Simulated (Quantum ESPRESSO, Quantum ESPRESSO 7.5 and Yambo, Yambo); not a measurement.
**GaP (F-43m): G0W0 on several meshes in Yambo**

Aim: the GW shift of GaP (F-43m) against the k mesh.

Program: Quantum ESPRESSO 7.5 and Yambo 5.3.0. Level of theory: PBE and many-body steps on it, plane waves. Results are calculated unless marked as measured.

This is a report of a sequence of runs, with most program output left out.

### Step 1. The starting structure

It takes space group F-43m (No. 216, cubic). The conventional cell has a = 5.450 Å, b = 5.450 Å, c = 5.450 Å, α = 90.00°, β = 90.00°, γ = 90.00°. Nearest to Ga lie 4 P at 2.36 Å. Nearest to P lie 4 Ga at 2.36 Å. Farther neighbours are not listed.

The cell and positions come from the Crystallography Open Database and are kept as given unless a step says otherwise.

### Step 2. Empty states on the mesh, 2×2×2 mesh, 133 bands

This step: Quantum ESPRESSO 7.5; DFT, PBE, plane waves, norm-conserving pseudopotentials.

The sums over transitions need many empty states on a uniform mesh; this step solves for them.

pw.in reads:

```
&control
  calculation = 'nscf'
  prefix = 'x'
  outdir = 'o'
  pseudo_dir = 'pseudo'
/
&system
  ibrav = 0
  nat = 2
  ntyp = 2
  ecutwfc = 104.0
  nbnd = 133
  force_symmorphic = .true.
/
&electrons
  conv_thr = 1e-9
  electron_maxstep = 80
  diago_full_acc = .true.
  diago_thr_init = 5e-6
/
ATOMIC_SPECIES
  Ga 69.723 Ga.upf
  P 30.974 P.upf
CELL_PARAMETERS angstrom
  0.0000000000 2.7252500000 2.7252500000
  2.7252500000 0.0000000000 2.7252500000
  2.7252500000 2.7252500000 0.0000000000
ATOMIC_POSITIONS crystal
  Ga 0.0000000000 0.0000000000 0.0000000000
  P 0.2500000000 0.2500000000 0.2500000000
K_POINTS automatic
  2 2 2 0 0 0
```

Started as:

```console
> OMP_NUM_THREADS=1 mpirun -n 4 pw.x -nk 4 -in pw.in > pw.out
```

It took 6.1 s on 4 MPI ranks of Arm Neoverse V1, shared host; peak memory 0.35 GiB; 24 s of CPU time.

Numbers from this step:

```yaml
gap: 1.653 eV
k_of_the_valence_top: 0, 0, 0
k_of_the_conduction_bottom: 0, -0.5, -0.5
least_direct_gap: 1.818 eV
k_points_computed: 3
lowest_point_of_the_top_converged_band_above_the_valence_top: 107.9589 eV
```

On this mesh the gap is 1.653 eV.

The density comes from a self-consistent run that is not shown.

### Step 3. Conversion and set-up

This step: Yambo 5.3.0; conversion and set-up on PBE, plane waves, norm-conserving pseudopotentials.

The states are converted to the many-body program's format and the q mesh is built.

Started as:

```console
> (cd o/x.save; p2y > p2y.log; mv SAVE ../..); yambo > setup.log
```

It took 2.9 s on 1 MPI rank; peak memory 0.25 GiB.

### Step 4. 2×2×2

G0W0 replaces the xc potential by the self-energy, built once from these orbitals. Only a window of levels is corrected, while the sums run over the empty bands that the input names.

This step: G0W0 on PBE, plane waves, norm-conserving pseudopotentials.

gw13.in reads:

```
HF_and_locXC
gw0
dyson
ppa
em1d
rim_cut
RandQpts= 1000000
RandGvec= 1 RL
EXXRLvcs= 104 Ry
VXCRLvcs= 416 Ry
Chimod= "HARTREE"
% BndsRnXp
 1 | 133 |
%
NGsBlkXp= 15.5 Ry
% LongDrXp
 1 | 1 | 1 |
%
% GbndRnge
 1 | 133 |
%
DysSolver= "n"
ExtendOut
PPAPntXp= 27.21138 eV
% QPkrange
 1 | 1 | 12 | 15 |
 3 | 3 | 12 | 15 |
%
```

Started as:

```console
> OMP_NUM_THREADS=1 mpirun -n 4 yambo -F gw13.in -J gw13 -C gw13 > gw13.log
```

Elapsed: 14 s, on 4 MPI ranks; peak memory 1.3 GiB; 53 s of CPU time.

Numbers from this step:

```
G0W0 gap on the points computed              : 2.169 eV
starting gap on the mesh                     : 1.653 eV
k of the valence top                         : 0, 0, 0
k of the conduction bottom                   : 0, -0.5, -0.5
least direct G0W0 gap on the computed points : 2.736 eV
Z at the valence top                         : 0.7933
Z at the conduction bottom                   : 0.8201
```

The gap on the mesh goes from 1.65 eV to 2.17 eV, a correction of +0.52 eV.

### Step 5. Empty states on the mesh, 6×6×6 mesh, 133 bands

This step: Quantum ESPRESSO 7.5; DFT, PBE, plane waves, norm-conserving pseudopotentials.

Changes to pw.in since step 2:

```diff
@@ -31,2 +31,2 @@
 K_POINTS automatic
-  2 2 2 0 0 0
+  6 6 6 0 0 0
```

Started as:

```console
> OMP_NUM_THREADS=1 mpirun -n 4 pw.x -nk 4 -in pw.in > pw.out
```

Wall time 22 s (4 MPI ranks); peak memory 0.41 GiB; 86 s of CPU time.

This step gave:

| Item | Value |
| --- | --- |
| gap | 1.653 eV |
| k of the valence top | 0, 0, 0 |
| k of the conduction bottom | 0, -0.5, -0.5 |
| least direct gap | 1.818 eV |
| k points computed | 16 |
| lowest point of the top converged band, above the valence top | 107.1365 eV |

On this mesh the gap is 1.653 eV.

### Step 6. Conversion and set-up

This step: Yambo 5.3.0; conversion and set-up on PBE, plane waves, norm-conserving pseudopotentials.

Started as:

```console
> (cd o/x.save; p2y > p2y.log; mv SAVE ../..); yambo > setup.log
```

Run time: 3.5 s. Hardware: 1 MPI rank; peak memory 0.25 GiB.

### Step 7. 6×6×6

This step: G0W0 on PBE, plane waves, norm-conserving pseudopotentials.

gw14.in, as its differences from gw13.in of step 4:

```diff
@@ -26,3 +26,3 @@
  1 | 1 | 12 | 15 |
- 3 | 3 | 12 | 15 |
+ 13 | 13 | 12 | 15 |
 %
```

Started as:

```console
> OMP_NUM_THREADS=1 mpirun -n 4 yambo -F gw14.in -J gw14 -C gw14 > gw14.log
```

It took 12 min on 4 MPI ranks; peak memory 2.2 GiB.

Numbers from this step:

| Quantity | Value |
| --- | --- |
| G0W0 gap on the points computed | 2.298 eV |
| starting gap on the mesh | 1.653 eV |
| k of the valence top | 0, 0, 0 |
| k of the conduction bottom | 0, -0.5, -0.5 |
| least direct G0W0 gap on the computed points | 2.683 eV |
| Z at the valence top | 0.7826 |
| Z at the conduction bottom | 0.8068 |

Against G0W0 in Yambo (2×2×2 mesh, 133 bands, screening to 210.9 eV, Godby-Needs plasmon pole), the gap moves by +0.129 eV.

### Step 8. Side by side

Times are wall times on 4 MPI ranks of Arm Neoverse V1, shared host, good to a factor of about two.

| run | mesh | bands | screening cutoff (eV) | DFT gap (eV) | gap on the mesh (eV) | direct (eV) | time |
| --- | --- | --- | --- | --- | --- | --- | --- |
| 2×2×2 | 2×2×2 | 133 | 210.9 | 1.653 | 2.169 | 2.736 | 14 s |
| 6×6×6 | 6×6×6 | 133 | 210.9 | 1.653 | 2.298 | 2.683 | 12 min |

### Step 9. Summary of results

```
2×2×2        : 2.169 eV
6×6×6        : 2.298 eV
known limits : not at the basis limit; no spin-orbit coupling; coarse k mesh
```

6×6×6: +0.129 eV against 2×2×2. Bands and cutoff are finite, so the gap is not at the basis limit. The miss can reach some tenths of an eV and take either sign; the mesh is an error of its own. In the G0W0 runs levels were corrected at 2 k points alone, so a gap called «on the mesh» is the least over those, and an edge elsewhere would be missed. A denser mesh or path gives a starting gap of 1.59 eV: the GW mesh misses a band edge, so its gaps are not the fundamental one. The 2×2×2 mesh is coarse for this cell, which bears on the long-range parts of exchange and screening. The many-body steps are scalar-relativistic: spin-orbit coupling is not in them.

[Paths, hosts, dates, memory and timing lines, banners, echoed tables and standing remarks are left out of the program output.]

[Logs are printed without paths, hosts, clocks, repeated set-up lines and the standing remarks that a program may print on its own settings, such as how far it seeks lower states.]

[Runs of the session that timed out or met a known fault of the program may be left out.]

[Hosts, paths, dates, database ids (printed as entryN), source tags and the programs' standing remarks are cut or masked in the printed files.]
